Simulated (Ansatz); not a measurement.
CdS, DFT, PBEsol, all-electron LAPW, scalar-relativistic (Ansatz 0.2.0), run on 1 thread of Arm Neoverse V1 on a shared host.

The cell is the one relaxed in the Materials Project (mp-2469), not relaxed further here; entries there can be hypothetical. The listed cell was then made from it by scaling, straining or moving an atom.

Command: `ansatz run input.yaml --threads 1 --pin off --max-ram 3072MiB --backend cpu --events-out ev --progress --plain --runs-dir out`

```yaml
crystal:
  lattice:
    - [0.0, 3.0018125342, 2.9429534649]
    - [3.0018125342, 0.0, 2.9429534649]
    - [3.0018125342, 3.0018125342, 0.0]
  atoms:
    - { symbol: Cd, position: [0.0, 0.0, 0.0] }
    - { symbol: S, position: [0.75, 0.75, 0.75] }
kpoints:
  mp_grid: { grid: [7, 7, 7] }
  band_path:
    path:
      - [0.0, 0.0, 0.0]
      - [0.0, 0.5, 0.5]
      - [0.25, 0.75, 0.5]
      - [0.0, 0.5, 0.0]
      - [0.0, 0.0, 0.0]
      - [0.5, 0.5, 0.0]
      - [0.38005, 0.61995, 0.0]
      - [-0.38005, 0.38005, 0.0]
      - [0.0, 0.0, 0.0]
    npoints: 5
scf:
  occupations: { method: fermi_dirac, width: 0.02 }
hamiltonian:
  xc: pbesol
  pseudopotentials: { kind: all_electron, lapw: { basis_error: 0.0005 } }
output:
  forces: true
  stress: true
  eigenvalues: true
```

Q: How large is the problem that the program sets up?

A: 40 irreducible k-points, 515 plane waves at Γ, 21 bands.

Q: About how long does it take, and how much memory does it use?

A: 19 s of wall time for 7 SCF iterations, with a peak of 0.31 GiB. Times on shared machines scatter by tens of per cent.
